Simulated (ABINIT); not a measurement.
# WC (Qusongite) (P-6m2) in ABINIT: further runs

The runs below take WC (Qusongite) through single point, relaxation of cell and atoms, with PBEsol, PBE, LDA.

Program: ABINIT 10.8.3 (patched build). These are calculated values, not measurements. Logs are shortened: lines on timing, memory, paths and dates and some standing lists are left out, and cuts for length are marked. The log counts tension as positive stress, the text compression.

## Step 1: The crystal as given

It takes space group P-6m2 (No. 187, hexagonal). The conventional cell has a = 2.907 Å, b = 2.907 Å, c = 2.837 Å, α = 90.00°, β = 90.00°, γ = 120.00°. W (site symmetry -6m2) is surrounded by 6 C at 2.20 Å. C (site symmetry -6m2) has 6 W at 2.20 Å as nearest neighbours.

## Step 2: Single point, PBEsol

The input, run.abi:

```
# Pseudopotentials
pp_dirpath "./"
pseudos "W.upf, C.upf"

# Structure
acell 2.9065 2.9065 2.8366 Angstrom
rprim
     1.0000000000     0.0000000000     0.0000000000
    -0.5000000000     0.8660254038     0.0000000000
     0.0000000000     0.0000000000     1.0000000000
ntypat 2
znucl 74 6
natom 2
typat 1 2
xred
     0.0000000000     0.0000000000     0.0000000000
     0.6666666667     0.3333333333     0.5000000000

# Plane-wave basis
ecut 37.0

# k points
kptopt 1
ngkpt 8 8 7
nshiftk 1
shiftk 0.0 0.0 0.0

# Exchange and correlation
ixc -116133

# Bands and occupations
nband 13
occopt 3
tsmear 0.00183747

# SCF cycle
nstep 100
tolvrs 1.0e-10

# Output
iomode 3
prtwf 0
prtden 0
prteig 0
prtebands 0
enunit 2
```

Potentials or basis: PseudoDojo NC SR PBEsol v0.4 stringent.

Run with:

```sh
$ abinit run.abi > log 2>&1
```

run.abo:

```text
.Version 10.8.3 of ABINIT
 Symmetries : space group P-6 m 2 (#187); Bravais hP (primitive hexag.)
================================================================================
 Values of the parameters that define the memory need of the present run
     intxc =       0    ionmov =       0      iscf =       7    lmnmax =       8
     lnmax =       8     mgfft =      32  mpssoang =       4    mqgrid =    3001
     natom =       2  nloc_mem =       1    nspden =       1   nspinor =       1
    nsppol =       1      nsym =      12    n1xccc =    2501    ntypat =       2
    occopt =       3   xclevel =       2
       mpw =        1535          nfft =       30720          nkpt =          40
================================================================================
================================================================================

--------------------------------------------------------------------------------
------------- Echo of variables that govern the present computation ------------
--------------------------------------------------------------------------------
 -outvars: echo values of preprocessed input variables --------
            acell      5.4924889850E+00  5.4924889850E+00  5.3603971288E+00 Bohr
              amu      1.83850000E+02  1.20110000E+01
             ecut      3.70000000E+01 Hartree
           enunit           2
              ixc     -116133
         kptrlatt        8    0    0      0    8    0      0    0    7
          kptrlen      3.75227799E+01
            natom           2
            nband          13
            ngfft          32      32      30
             nkpt          40
            nstep         100
             nsym          12
           ntypat           2
           occopt           3
           prtden           0
        prtebands           0
           prteig           0
            prtwf           0
            rprim      1.0000000000E+00  0.0000000000E+00  0.0000000000E+00
                      -5.0000000000E-01  8.6602540380E-01  0.0000000000E+00
                       0.0000000000E+00  0.0000000000E+00  1.0000000000E+00
          spgroup         187
           tolvrs      1.00000000E-10
           tsmear      1.83747000E-03 Hartree
            typat      1  2
           xangst      0.0000000000E+00  0.0000000000E+00  0.0000000000E+00
                       1.4532500000E+00  8.3903427871E-01  1.4183000000E+00
            xcart      0.0000000000E+00  0.0000000000E+00  0.0000000000E+00
                       2.7462444925E+00  1.5855449970E+00  2.6801985644E+00
             xred      0.0000000000E+00  0.0000000000E+00  0.0000000000E+00
                       6.6666666667E-01  3.3333333333E-01  5.0000000000E-01
            znucl       74.00000    6.00000

================================================================================

 chkinp: Checking input parameters for consistency.

================================================================================
== DATASET  1 ==================================================================

--- !DatasetInfo
[... 97 lines left out ...]
       0.666666666667      0.333333333333      0.500000000000
 rms dE/dt=  2.4874E-27; max dE/dt=  4.3082E-27; dE/dt below (all hartree)
    1       0.000000000000      0.000000000000      0.000000000000
    2      -0.000000000000      0.000000000000      0.000000000000

 cartesian coordinates (angstrom) at end:
    1      0.00000000000000     0.00000000000000     0.00000000000000
    2      1.45325000000000     0.83903427871490     1.41830000000000

 cartesian forces (hartree/bohr) at end:
    1     -0.00000000000000    -0.00000000000000    -0.00000000000000
    2      0.00000000000000     0.00000000000000    -0.00000000000000
 frms,max,avg= 5.2292411E-28 7.8438616E-28   0.000E+00  0.000E+00  0.000E+00 h/b

 cartesian forces (eV/Angstrom) at end:
    1     -0.00000000000000    -0.00000000000000    -0.00000000000000
    2      0.00000000000000     0.00000000000000    -0.00000000000000
 frms,max,avg= 2.6889839E-26 4.0334758E-26   0.000E+00  0.000E+00  0.000E+00 e/A
 length scales=  5.492488984951  5.492488984951  5.360397128750 bohr
              =  2.906500000000  2.906500000000  2.836600000000 angstroms
 Fermi (or HOMO) energy (hartree) =   0.64149   Average Vxc (hartree)=  -0.52659
 Eigenvalues (hartree) for nkpt=  40  k points:
 kpt#   1, nband= 13, wtk=  0.00223, kpt=  0.0000  0.0000  0.0000 (reduced coord)
  -2.08131   -0.75820   -0.75367   -0.75367    0.10564    0.47731    0.51378    0.51378
   0.64003    0.75473    0.75473    0.84345    0.84345
      occupation numbers for kpt#   1
   2.00000    2.00000    2.00000    2.00000    2.00000    2.00000    2.00000    2.00000
   1.37796    0.00000    0.00000    0.00000    0.00000
 prteigrs : prtvol=0 or 1, do not print more k-points.

 Fermi (or HOMO) energy (eV) =  17.45578   Average Vxc (eV)= -14.32936
 Eigenvalues (   eV  ) for nkpt=  40  k points:
 kpt#   1, nband= 13, wtk=  0.00223, kpt=  0.0000  0.0000  0.0000 (reduced coord)
 -56.63537  -20.63161  -20.50847  -20.50847    2.87456   12.98833   13.98066   13.98066
  17.41601   20.53718   20.53718   22.95140   22.95149
 prteigrs : prtvol=0 or 1, do not print more k-points.

--- !EnergyTerms
iteration_state     : {dtset: 1, }
comment             : Components of total free energy in Hartree
kinetic             :  2.43820794348533E+01
hartree             :  8.73533814122510E+00
xc                  : -1.86221675202649E+01
Ewald energy        : -6.60113242817038E+01
psp_core            :  2.03885031285302E+00
local_psp           : -4.48156887624231E+01
non_local_psp       :  1.24389684368160E+01
internal            : -8.18539442386444E+01
'-kT*entropy'       : -6.62868297575321E-05
total_energy        : -8.18540105254742E+01
total_energy_eV     : -2.22736109619127E+03
band_energy         : -4.30889480577652E+00
...

 Cartesian components of stress tensor (hartree/bohr^3)
  sigma(1 1)=  9.91820074E-05  sigma(3 2)=  0.00000000E+00
  sigma(2 2)=  9.91820069E-05  sigma(3 1)=  0.00000000E+00
  sigma(3 3)=  1.54010184E-04  sigma(2 1)=  0.00000000E+00

-Cartesian components of stress tensor (GPa)         [Pressure= -3.4557E+00 GPa]
- sigma(1 1)=  2.91803540E+00  sigma(3 2)=  0.00000000E+00
- sigma(2 2)=  2.91803539E+00  sigma(3 1)=  0.00000000E+00
- sigma(3 3)=  4.53113605E+00  sigma(2 1)=  0.00000000E+00

== END DATASET(S) ==============================================================
================================================================================

 -outvars: echo values of variables after computation  --------
            acell      5.4924889850E+00  5.4924889850E+00  5.3603971288E+00 Bohr
           etotal     -8.1854010525E+01
            fcart     -7.8438616242E-28 -4.5286556201E-28 -0.0000000000E+00
                       7.8438616242E-28  4.5286556201E-28 -0.0000000000E+00
            rprim      1.0000000000E+00  0.0000000000E+00  0.0000000000E+00
                      -5.0000000000E-01  8.6602540380E-01  0.0000000000E+00
                       0.0000000000E+00  0.0000000000E+00  1.0000000000E+00
           strten      9.9182007425E-05  9.9182006898E-05  1.5401018397E-04
                       0.0000000000E+00  0.0000000000E+00  0.0000000000E+00
           xangst      0.0000000000E+00  0.0000000000E+00  0.0000000000E+00
                       1.4532500000E+00  8.3903427871E-01  1.4183000000E+00
             xred      0.0000000000E+00  0.0000000000E+00  0.0000000000E+00
                       6.6666666667E-01  3.3333333333E-01  5.0000000000E-01
 Calculation completed.
```

Run time: 28 s. Hardware: 1 thread of Arm Neoverse V1, shared host; peak memory 0.07 GiB.

What came out:

```
Free energy                                           : -2227.3611 eV
Pressure                                              : -3.5 GPa
Band gap on the k mesh                                : none (metal or under the smearing width)
Valence electrons inside the program's atomic spheres : W 10.17; C 4.08
```

The run has no spin-orbit coupling, so splittings on W are missing.

## Step 3: Single point, PBE

The input, run.abi:

```
pp_dirpath "./"
pseudos "W_ONCV_PBE-1.2.upf, C_ONCV_PBE-1.2.upf"

acell 3*1.0
rprim
     5.4924889812     0.0000000000     0.0000000000
    -2.7462444906     4.7566349877     0.0000000000
     0.0000000000     0.0000000000     5.3603971251
ntypat 2
znucl 74 6
natom 2
typat 1 2
xred
     0.0000000000     0.0000000000     0.0000000000
     0.6666666667     0.3333333333     0.5000000000

ecut 30.0

kptopt 1
ngkpt 8 8 7
nshiftk 1
shiftk 0.0 0.0 0.0

ixc 11

nband 20
occopt 3
tsmear 0.00183747

nstep 100
tolvrs 1.0e-10

iomode 3
prtwf 0
prtden 0
prteig 0
prtebands 0
```

Potentials or basis: SG15 NC PBE v1.2.

Run with:

```sh
$ abinit run.abi > log 2>&1
```

run.abo:

```text
.Version 10.8.3 of ABINIT
 Symmetries : space group P-6 m 2 (#187); Bravais hP (primitive hexag.)
================================================================================
 Values of the parameters that define the memory need of the present run
     intxc =       0    ionmov =       0      iscf =       7    lmnmax =       8
     lnmax =       8     mgfft =      30  mpssoang =       4    mqgrid =    3001
     natom =       2  nloc_mem =       1    nspden =       1   nspinor =       1
    nsppol =       1      nsym =      12    n1xccc =       0    ntypat =       2
    occopt =       3   xclevel =       2
       mpw =        1113          nfft =       27000          nkpt =          40
================================================================================
================================================================================

--------------------------------------------------------------------------------
------------- Echo of variables that govern the present computation ------------
--------------------------------------------------------------------------------
 -outvars: echo values of preprocessed input variables --------
            acell      1.0000000000E+00  1.0000000000E+00  1.0000000000E+00 Bohr
              amu      1.83850000E+02  1.20110000E+01
             ecut      3.00000000E+01 Hartree
              ixc          11
         kptrlatt        8    0    0      0    8    0      0    0    7
          kptrlen      3.75227799E+01
            natom           2
            nband          20
            ngfft          30      30      30
             nkpt          40
            nstep         100
             nsym          12
           ntypat           2
           occopt           3
           prtden           0
        prtebands           0
           prteig           0
            prtwf           0
            rprim      5.4924889812E+00  0.0000000000E+00  0.0000000000E+00
                      -2.7462444906E+00  4.7566349877E+00  0.0000000000E+00
                       0.0000000000E+00  0.0000000000E+00  5.3603971251E+00
          spgroup         187
           tolvrs      1.00000000E-10
           tsmear      1.83747000E-03 Hartree
            typat      1  2
           xangst      0.0000000000E+00  0.0000000000E+00  0.0000000000E+00
                       1.4532499990E+00  8.3903427812E-01  1.4182999990E+00
            xcart      0.0000000000E+00  0.0000000000E+00  0.0000000000E+00
                       2.7462444906E+00  1.5855449959E+00  2.6801985626E+00
             xred      0.0000000000E+00  0.0000000000E+00  0.0000000000E+00
                       6.6666666667E-01  3.3333333333E-01  5.0000000000E-01
            znucl       74.00000    6.00000

================================================================================

 chkinp: Checking input parameters for consistency.

================================================================================
== DATASET  1 ==================================================================

--- !DatasetInfo
iteration_state: {dtset: 1, }
dimensions: {natom: 2, nkpt: 40, mband: 20, nsppol: 1, nspinor: 1, nspden: 1, mpw: 1113, }
cutoff_energies: {ecut:  30.0, pawecutdg:  -1.0, }
electrons: {nelect:   3.20000000E+01, charge:   0.00000000E+00, occopt:   3.00000000E+00, tsmear:   1.83747000E-03, }
meta: {optdriver: 0, ionmov: 0, optcell: 0, iscf: 7, paral_kgb: 0, }
...

 Exchange-correlation functional for the present dataset will be:
  GGA: Perdew-Burke-Ernzerhof functional - ixc=11
  J.P.Perdew, K.Burke, M.Ernzerhof, PRL 77, 3865 (1996)

 Real(R)+Recip(G) space primitive vectors, cartesian coordinates (Bohr,Bohr^-1):
[... 53 lines left out ...]

--- !ResultsGS
iteration_state: {dtset: 1, }
comment   : Summary of ground state results
lattice_vectors:
- [  5.4924890,   0.0000000,   0.0000000, ]
- [ -2.7462445,   4.7566350,   0.0000000, ]
- [  0.0000000,   0.0000000,   5.3603971, ]
lattice_lengths: [   5.49249,    5.49249,    5.36040, ]
lattice_angles: [ 90.000,  90.000, 120.000, ] # degrees, (23, 13, 12)
lattice_volume:   1.4004448E+02
convergence: {deltae: -6.480E-12, res2:  8.628E-11, residm:  1.157E-03, diffor: null, }
etotal    :  -2.77695106E+02
entropy   :   0.00000000E+00
fermie    :   5.27765681E-01
cartesian_stress_tensor: # hartree/bohr^3
- [ -1.46084798E-04,   0.00000000E+00,   0.00000000E+00, ]
- [  0.00000000E+00,  -1.46084796E-04,   0.00000000E+00, ]
- [  0.00000000E+00,   0.00000000E+00,  -1.04119097E-04, ]
pressure_GPa:   3.8864E+00
xred      :
- [  0.0000E+00,   0.0000E+00,   0.0000E+00,  W]
- [  6.6667E-01,   3.3333E-01,   5.0000E-01,  C]
cartesian_forces: # hartree/bohr
- [  1.96096541E-28,   1.13216391E-28,  -0.00000000E+00, ]
- [ -1.96096541E-28,  -1.13216391E-28,  -0.00000000E+00, ]
force_length_stats: {min:   2.26432781E-28, max:   2.26432781E-28, mean:   2.26432781E-28, }
...

 Integrated electronic density in atomic spheres:
 ------------------------------------------------
 Atom  Sphere_radius  Integrated_density
    1        2.00000         24.01299090
    2        2.00000          4.09665668
================================================================================

 ----iterations are completed or convergence reached----

 Mean square residual over all n,k,spin=   15.585E-07; max=  11.567E-04
 reduced coordinates (array xred) for    2 atoms
       0.000000000000      0.000000000000      0.000000000000
       0.666666666667      0.333333333333      0.500000000000
 rms dE/dt=  8.7941E-28; max dE/dt=  2.1541E-27; dE/dt below (all hartree)
    1       0.000000000000      0.000000000000      0.000000000000
    2       0.000000000000      0.000000000000      0.000000000000

 cartesian coordinates (angstrom) at end:
    1      0.00000000000000     0.00000000000000     0.00000000000000
    2      1.45324999900754     0.83903427812236     1.41829999903425

 cartesian forces (hartree/bohr) at end:
    1      0.00000000000000     0.00000000000000    -0.00000000000000
    2     -0.00000000000000    -0.00000000000000    -0.00000000000000
 frms,max,avg= 1.3073103E-28 1.9609654E-28   0.000E+00  0.000E+00  0.000E+00 h/b

 cartesian forces (eV/Angstrom) at end:
    1      0.00000000000000     0.00000000000000    -0.00000000000000
    2     -0.00000000000000    -0.00000000000000    -0.00000000000000
 frms,max,avg= 6.7224597E-27 1.0083690E-26   0.000E+00  0.000E+00  0.000E+00 e/A
 length scales=  1.000000000000  1.000000000000  1.000000000000 bohr
              =  0.529177210544  0.529177210544  0.529177210544 angstroms
 Fermi (or HOMO) energy (hartree) =   0.52777   Average Vxc (hartree)=  -0.54707
 Eigenvalues (hartree) for nkpt=  40  k points:
 kpt#   1, nband= 20, wtk=  0.00223, kpt=  0.0000  0.0000  0.0000 (reduced coord)
  -2.19721   -0.87456   -0.87026   -0.87026   -0.51214   -0.51214   -0.51178   -0.51178
  -0.51138   -0.51124   -0.50978   -0.00771    0.36502    0.40036    0.40036    0.52536
   0.64097    0.64097    0.72832    0.72832
      occupation numbers for kpt#   1
   2.00000    2.00000    2.00000    2.00000    2.00000    2.00000    2.00000    2.00000
   2.00000    2.00000    2.00000    2.00000    2.00000    2.00000    2.00000    1.57412
   0.00000    0.00000    0.00000    0.00000
 prteigrs : prtvol=0 or 1, do not print more k-points.

--- !EnergyTerms
iteration_state     : {dtset: 1, }
comment             : Components of total free energy in Hartree
kinetic             :  1.05466136629640E+02
hartree             :  5.47421144037357E+01
xc                  : -2.30622453812811E+01
Ewald energy        : -2.35501211580038E+02
psp_core            :  1.90410535760070E+01
local_psp           : -1.50406326151980E+02
non_local_psp       : -4.79745630402558E+01
internal            : -2.77695041544172E+02
'-kT*entropy'       : -6.45789015411135E-05
total_energy        : -2.77695106123074E+02
total_energy_eV     : -7.55646879133364E+03
band_energy         : -1.35346487317808E+01
...

 Cartesian components of stress tensor (hartree/bohr^3)
  sigma(1 1)= -1.46084798E-04  sigma(3 2)=  0.00000000E+00
  sigma(2 2)= -1.46084796E-04  sigma(3 1)=  0.00000000E+00
  sigma(3 3)= -1.04119097E-04  sigma(2 1)=  0.00000000E+00

-Cartesian components of stress tensor (GPa)         [Pressure=  3.8864E+00 GPa]
- sigma(1 1)= -4.29796314E+00  sigma(3 2)=  0.00000000E+00
- sigma(2 2)= -4.29796310E+00  sigma(3 1)=  0.00000000E+00
- sigma(3 3)= -3.06328960E+00  sigma(2 1)=  0.00000000E+00

== END DATASET(S) ==============================================================
================================================================================

 -outvars: echo values of variables after computation  --------
            acell      1.0000000000E+00  1.0000000000E+00  1.0000000000E+00 Bohr
           etotal     -2.7769510612E+02
            fcart      1.9609654074E-28  1.1321639058E-28 -0.0000000000E+00
                      -1.9609654074E-28 -1.1321639058E-28 -0.0000000000E+00
            rprim      5.4924889812E+00  0.0000000000E+00  0.0000000000E+00
                      -2.7462444906E+00  4.7566349877E+00  0.0000000000E+00
                       0.0000000000E+00  0.0000000000E+00  5.3603971251E+00
           strten     -1.4608479786E-04 -1.4608479642E-04 -1.0411909723E-04
                       0.0000000000E+00  0.0000000000E+00  0.0000000000E+00
           xangst      0.0000000000E+00  0.0000000000E+00  0.0000000000E+00
                       1.4532499990E+00  8.3903427812E-01  1.4182999990E+00
             xred      0.0000000000E+00  0.0000000000E+00  0.0000000000E+00
                       6.6666666667E-01  3.3333333333E-01  5.0000000000E-01
 Calculation completed.
```

Run time: 32 s. Hardware: 1 thread of Arm Neoverse V1, shared host; peak memory 0.07 GiB.

What came out:

| Quantity | Value |
| --- | --- |
| Free energy | -7556.4688 eV |
| Band gap on the k mesh | none (metal or under the smearing width) |
| Valence electrons inside the program's atomic spheres | W 24.01; C 4.10 |

Caveat: the cutoff is too short for stress, so the log's stress isn't used. The run has no spin-orbit coupling, so splittings on W are missing.

## Step 4: Single point, LDA

The input, run.abi:

```
# Pseudopotentials
pp_dirpath "./"
pseudos "W.upf, C.upf"

# Structure
acell 5.4924889812 5.4924889812 5.3603971251
rprim
     1.0000000000     0.0000000000     0.0000000000
    -0.5000000000     0.8660254038     0.0000000000
     0.0000000000     0.0000000000     1.0000000000
ntypat 2
znucl 74 6
natom 2
typat 1 2
xred
     0.0000000000     0.0000000000     0.0000000000
     0.6666666667     0.3333333333     0.5000000000

# Plane-wave basis
ecut 58.0

# k points
kptopt 1
ngkpt 8 8 7
nshiftk 1
shiftk 0.0 0.0 0.0

# Exchange and correlation
ixc 7

# Bands and occupations
nband 20
occopt 3
tsmear 0.05 eV

# SCF cycle
nstep 100
tolvrs 1.0e-10

# Output
iomode 3
prtwf 0
prteig 0
prtebands 0
prtden 1
prtvha 1
prtvclmb 1
prtpot 1
prtelf 1
```

Potentials or basis: PseudoDojo NC SR LDA v0.4 stringent.

Run with:

```sh
$ mpirun --bind-to none -np 4 abinit run.abi > log 2>&1
```

It took 21 s on 4 MPI ranks of Intel Xeon 6975P-C (Granite Rapids), shared host; peak memory 0.28 GiB.

Results (log left out):

```
Free energy                                           : -9463.0895 eV
Pressure                                              : -10.7 GPa
Band gap on the k mesh                                : none (metal or under the smearing width)
Valence electrons inside the program's atomic spheres : W 24.16; C 4.07
```

Stress tensor (GPa, compression positive):
```
 -9.70   0.00   0.00
  0.00  -9.70   0.00
  0.00   0.00 -12.61
```

Levels at points of the mesh, in eV from the Fermi level:
```
           k point  band 14  band 15  band 16  band 17  band 18  band 19
(0.00, 0.00, 0.00)    -3.48    -3.48    -0.05     3.03     3.03     5.44
(0.50, 0.00, 0.00)    -3.78    -3.71    -0.59     2.15     4.35     4.70
```

Spin-orbit coupling is left out, which matters for the levels of W.

(Part 1 of 2 ends here.)
